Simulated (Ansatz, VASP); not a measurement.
**One calculation of Fe, two programs**

```
Fe
1.0
     2.46619    0.00000    0.00000
    -1.23309    2.13578    0.00000
     0.00000    0.00000    3.89249
Fe
2
Direct
  0.33333 0.66667 0.25000
  0.66667 0.33333 0.75000
```

Change from the starting cell: functional pbesol, volume scaled by 1.04, PAW files.

Alike in both runs: task electric field gradients; functional PBEsol; k mesh 17 × 17 × 10; occupations fermi-dirac, width 0.08 eV; no spin polarisation.

```csv
,VASP,Ansatz
version,VASP 6.6.1,Ansatz 0.2.0
potentials or method,"VASP PAW PBE potentials, release 64 (Fe)","PAW with Ansatz's default frozen-core files, scalar-relativistic"
plane-wave cutoff (eV),520,420
valence electrons in the cell,16,32
```

|  | VASP | Ansatz | Ansatz less VASP |
| --- | --- | --- | --- |
| pressure (GPa) | -12.9 | -12.6 | +0.31 |
| largest component of the traceless stress (GPa) | 0.15 | 0.26 | +0.112 |
| Vzz of the field gradient on the site that differs most (V/Å²) | -7.6 | -4.3 | +3.30 |

The functional is the same, so the differences come from potentials, cutoffs and numerics. The two sets of potentials don't hold the same shells in valence.

Caveats: the PAW data sets were made with another functional, which shifts forces and pressure a little (VASP); the run has no spin polarisation, though such a crystal can be magnetic. Spin polarisation is off, so any magnetic state and its effect on volume and gap are missing.
